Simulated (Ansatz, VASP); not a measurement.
## Mg in VASP and in Ansatz

```xyz
1
Lattice="0.0000 2.2623 2.2623 2.2623 0.0000 2.2623 2.2623 2.2623 0.0000" Properties=species:S:1:pos:R:3 pbc="T T T"
Mg    0.0000    0.0000    0.0000
```

Alike in both runs: functional PBE; k mesh 12 × 12 × 12; occupations fermi-dirac, width 0.1 eV; no spin polarisation.

Ansatz relaxed the structure, and its values are those at the end. VASP's run is a single point on that final structure, the one shown.

|  | VASP | Ansatz |
| --- | --- | --- |
| version | VASP 6.6.1 | Ansatz 0.2.0 |
| potentials or method | VASP PAW PBE potentials, release 64 (Mg) | plane waves (420 eV) with PAW, scalar-relativistic |
| plane-wave cutoff (eV) | 520 | 420 |
| valence electrons in the cell | 2 | 10 |

Ansatz gave:

```
pressure (GPa) : 0.0
```

Q: Estimate VASP's values.

A: Pressure (GPa): -0.2.

The two sets of potentials don't hold the same shells in valence.
